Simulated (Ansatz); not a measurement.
**Molecular dynamics of H4O**

Input file:

```yaml
crystal:
  lattice:
    - [6.214465, 0.0, 0.0]
    - [0.0, 6.214465, 0.0]
    - [0.0, 0.0, 6.214465]
  atoms:
    - { symbol: O, position: [0.0873989, 0.56555928, 0.75223459] }
    - { symbol: H, position: [0.11359208, 0.68756325, 0.65281236] }
    - { symbol: H, position: [0.07947511, 0.43905856, 0.65984112] }
    - { symbol: O, position: [0.94012473, 0.15157937, 0.1702911] }
    - { symbol: H, position: [1.00688479, 0.26616808, 0.08756691] }
    - { symbol: H, position: [0.88337077, 0.05238734, 0.06223974] }
    - { symbol: O, position: [0.06839111, -0.0303673, 0.5556072] }
    - { symbol: H, position: [-0.07701219, -0.02759988, 0.61811097] }
    - { symbol: H, position: [0.04866093, 0.02934929, 0.40930292] }
    - { symbol: O, position: [0.741686, 0.84258012, 0.86393722] }
    - { symbol: H, position: [0.59236257, 0.79672584, 0.87923954] }
    - { symbol: H, position: [0.82313782, 0.70850982, 0.83559744] }
    - { symbol: H, position: [0.09295191, 0.62217067, 0.13012232] }
    - { symbol: H, position: [0.08939614, 0.6507247, 0.24960354] }
    - { symbol: H, position: [0.63550825, 0.70275173, 0.43933449] }
    - { symbol: H, position: [0.65477299, 0.62201626, 0.35100378] }
    - { symbol: H, position: [0.39525688, 0.1516049, 0.18394463] }
    - { symbol: H, position: [0.51603215, 0.16713273, 0.1912147] }
    - { symbol: H, position: [0.66696677, 0.35622286, 0.74565672] }
    - { symbol: H, position: [0.66347879, 0.23737617, 0.7703037] }
basis:
  ecutwfc: 420.0
kpoints:
  mp_grid: { grid: [1, 1, 1] }
hamiltonian:
  xc: pbe
  dispersion: d3bj
scf:
  occupations: { method: fermi_dirac, width: 0.02 }
  lower_state_search: "off"
md:
  timestep: 0.5
  n_steps: 300
  ensemble: nvt_langevin
  temperature: 250.0
  initial_velocities: maxwell_boltzmann
  seed: 260625
  friction: 0.02
```

Command:

```bash
$ ansatz run input.yaml --threads 1 --pin off --max-ram 3072MiB --backend cpu --events-out ev --progress --plain --runs-dir out
```

It starts from a partly relaxed structure (largest force component 0.30 eV/Å).

Output, in part (step lines):

```
md step     0: t =     0.00 fs  T =   237.5 K  F+E_penalty+E_count = -2525.95915999 eV  E_kin = 0.613985 eV  (8 SCF iters)
md step     1: t =     0.50 fs  T =   222.3 K  F+E_penalty+E_count = -2525.94985073 eV  E_kin = 0.574730 eV  (7 SCF iters)
md step     2: t =     1.00 fs  T =   203.8 K  F+E_penalty+E_count = -2525.91752019 eV  E_kin = 0.526782 eV  (7 SCF iters)
md step     3: t =     1.50 fs  T =   188.5 K  F+E_penalty+E_count = -2525.87822502 eV  E_kin = 0.487378 eV  (7 SCF iters)
md step     4: t =     2.00 fs  T =   186.6 K  F+E_penalty+E_count = -2525.85138529 eV  E_kin = 0.482441 eV  (7 SCF iters)
md step     5: t =     2.50 fs  T =   196.3 K  F+E_penalty+E_count = -2525.84645761 eV  E_kin = 0.507396 eV  (5 SCF iters)
md step     6: t =     3.00 fs  T =   211.0 K  F+E_penalty+E_count = -2525.85887507 eV  E_kin = 0.545388 eV  (5 SCF iters)
md step     7: t =     3.50 fs  T =   220.9 K  F+E_penalty+E_count = -2525.88001936 eV  E_kin = 0.571100 eV  (5 SCF iters)
[... lines left out ...]
md step   299: t =   149.50 fs  T =   176.9 K  F+E_penalty+E_count = -2525.61831294 eV  E_kin = 0.457445 eV  (6 SCF iters)
md step   300: t =   150.00 fs  T =   183.7 K  F+E_penalty+E_count = -2525.62793785 eV  E_kin = 0.474997 eV  (7 SCF iters)
```

The steps, from the saved trajectory:

| time (fs) | T (K) | potential energy less start (eV) |
| --- | --- | --- |
| 0.0 | 238 | 0.000 |
| 5.0 | 207 | 0.092 |
| 10.0 | 160 | 0.174 |
| 15.0 | 137 | 0.278 |
| 20.0 | 152 | 0.330 |
| 25.0 | 151 | 0.379 |
| 30.0 | 147 | 0.311 |
| 35.0 | 139 | 0.300 |
| 40.0 | 160 | 0.280 |
| 45.0 | 179 | 0.345 |
| 50.0 | 200 | 0.336 |
| 55.0 | 168 | 0.347 |
| 60.0 | 188 | 0.312 |
| 65.0 | 190 | 0.309 |
| 70.0 | 191 | 0.336 |
| 75.0 | 180 | 0.281 |
| 80.0 | 189 | 0.280 |
| 85.0 | 148 | 0.293 |
| 90.0 | 146 | 0.286 |
| 95.0 | 164 | 0.269 |
| 100.0 | 154 | 0.304 |
| 105.0 | 140 | 0.298 |
| 110.0 | 163 | 0.226 |
| 115.0 | 189 | 0.252 |
| 120.0 | 173 | 0.308 |
| 125.0 | 155 | 0.226 |
| 130.0 | 117 | 0.275 |
| 135.0 | 129 | 0.226 |
| 140.0 | 166 | 0.265 |
| 145.0 | 173 | 0.304 |
| 150.0 | 184 | 0.331 |

The run went to its last step. The mean temperature of the second half is 35 % below the set value. A run of 0.15 ps of so small a system gives no equilibrium averages. Limits of this set-up: coarse k mesh.

Mean squared displacements from the first frame to the last, about the centre of mass: O 0.05 Å², H 0.43 Å².

Last frame:

```xyz
20
Lattice="6.2145 0.0000 0.0000 0.0000 6.2145 0.0000 0.0000 0.0000 6.2145" Properties=species:S:1:pos:R:3
O 0.819 3.536 4.562
H 0.745 4.222 3.866
H 0.837 2.693 4.102
O 5.612 1.064 1.032
H 6.168 1.571 0.466
H 5.383 0.217 0.616
O 0.403 -0.007 3.561
H -0.439 -0.028 4.057
H 0.157 0.400 2.726
O 4.793 5.221 5.411
H 3.980 4.679 5.455
H 5.574 4.611 5.278
H 1.029 3.436 1.104
H 0.854 3.535 1.802
H 4.010 4.418 2.111
H 4.604 4.196 2.464
H 2.563 0.612 0.709
H 2.047 1.033 0.420
H 3.882 2.289 4.845
H 3.748 2.693 4.234
```

Run time: 4.3 min on 1 thread of Arm Neoverse V2 (shared host), peak memory 0.32 GiB.
